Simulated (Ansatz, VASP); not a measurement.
**Two plane-wave programs on Be**

```xyz
2
Lattice="2.2657 0.0000 0.0000 -1.1328 1.9621 0.0000 0.0000 0.0000 3.5587" Properties=species:S:1:pos:R:3 pbc="T T T"
Be    0.0000    1.3081    0.8897
Be    1.1328    0.6540    2.6690
```

Alike in both runs: task single point; functional PBE; k mesh 10 × 10 × 6; occupations fermi-dirac, width 0.1 eV; no spin polarisation.

```csv
,VASP,Ansatz
version,VASP 6.6.1,Ansatz 0.2.0
potentials or method,"VASP PAW PBE potentials, release 64 (Be)","plane waves (420 eV) with PAW, scalar-relativistic"
plane-wave cutoff (eV),520,420
valence electrons in the cell,4,4
```

Ansatz gave:

| Quantity | Value |
| --- | --- |
| pressure (GPa) | 0.2 |
| largest component of the traceless stress (GPa) | 2.69 |

**Question.** Estimate VASP's values.

**Answer.** Pressure (GPa): 0.4; largest component of the traceless stress (GPa): 2.66.
